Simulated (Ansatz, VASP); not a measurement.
## One calculation of Li2O, two programs

```xyz
3
Lattice="0.0000 2.3133 2.3133 2.3133 0.0000 2.3133 2.3133 2.3133 0.0000" Properties=species:S:1:pos:R:3 pbc="T T T"
Li    1.1566    1.1566    1.1566
Li    3.4699    3.4699    3.4699
O     0.0000    0.0000    0.0000
```

Alike in both runs: functional PBE; k mesh 8 × 8 × 8; occupations gaussian, width 0.02 eV; no spin polarisation.

Ansatz relaxed the structure, and its values are those at the end. VASP's run is a single point on that final structure, the one shown.

```csv
,VASP,Ansatz
version,VASP 6.6.1,Ansatz 0.2.0
potentials or method,"VASP PAW PBE potentials, release 64 (Li_sv, O)","scalar-relativistic, plane waves, PAW"
plane-wave cutoff (eV),520,420
valence electrons in the cell,12,12
```

```tsv
	VASP	Ansatz	Ansatz less VASP
gap on the k mesh at the Fermi level (eV)	4.96	4.98	+0.020
least direct gap on the mesh (eV)	5.24	5.23	-0.010
```

The functional is the same, so the differences come from potentials, cutoffs and numerics.

 A k mesh can miss the band edges.
